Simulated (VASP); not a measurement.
The system is KI.

```
K I
1.0
     0.00000    3.53277    3.53277
     3.53277    0.00000    3.53277
     3.53277    3.53277    0.00000
K I
1 1
Direct
  0.00000 0.00000 0.00000
  0.50000 0.50000 0.50000
```

Base run:

| Item | Value |
| --- | --- |
| Program | VASP 6.6.1 |
| Functional | PBE |
| Potentials or basis | VASP PAW PBE potentials, release 64 (K_sv, I) |
| Cutoff | 520 eV |
| k mesh | 4 × 4 × 4 |
| Occupations | gaussian, width 0.03 eV |
| Spin | no spin polarisation |

Its results: band gap on the k mesh 3.96 eV, direct; pressure 0.6 GPa.

Question: The run is repeated on the same cell with these changes: functional from PBE to PBEsol; further incar settings from ALGO = Fast; EDIFF = 1e-06; NBANDS = 15 to ALGO = Fast; EDIFF = 1e-07. What comes out?

Answer: Band gap on the k mesh 3.81 eV, direct; pressure -0.2 GPa.

Caveats: spin-orbit coupling is left out, which moves the levels of the heavy elements; the PAW data sets were made with another functional, which shifts forces and pressure a little (some runs).

